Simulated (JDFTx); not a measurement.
**ZrO2: single point with r2SCAN**

Crystal: ZrO2.

```
CELL_PARAMETERS angstrom
0.00000 2.54507 2.54507
2.54507 0.00000 2.54507
2.54507 2.54507 0.00000
ATOMIC_POSITIONS crystal
Zr 0.00000 0.00000 0.00000
O 0.75000 0.75000 0.75000
O 0.25000 0.25000 0.25000
```

Measurements of this composition are mostly on another form, of space group No. 14.

| Property | Result |
| --- | --- |
| Program | JDFTx 1.7.0 (patched build) |
| Task | single point |
| Functional | r2SCAN |
| Potentials or basis | SG15-PBE-1.2 |
| Cutoff | 1088 eV |
| Density cutoff | 8708 eV |
| k mesh | 7 × 7 × 7 |
| Occupations | fermi-dirac, width 0.05 eV |
| Spin | no spin polarisation |
| Bands | 18 |
| Density cutoff over wavefunction cutoff | 8 |
| Max SCF steps | 100 |
| SCF threshold on the energy | 1e-09 Ha |
| Solver of the electrons | scf |
| Further solve for the empty bands | yes |

- Pressure: -1.0 GPa
- Band gap on the k mesh: 4.03 eV, indirect (least direct gap 4.49 eV)

Levels at points of the mesh, in eV from the valence-band top:
```csv
k point,band 10,band 11,band 12,band 13,band 14,band 15
"(0.00, 0.00, 0.00)",-0.46,-0.46,-0.46,4.03,4.03,7.13
```

Wall time 3.2 min on 1 thread of Arm Neoverse V1, on a shared host, peak memory 0.15 GiB.

Caveat: the cutoff is short for these files and lowers the pressure by up to 1 GPa; the potentials were made for another functional, which shifts forces and pressure; an odd mesh through Γ misses points on the zone boundary, where band edges often lie. r2SCAN opens gaps a little over a GGA but as a rule still falls short of measured ones.
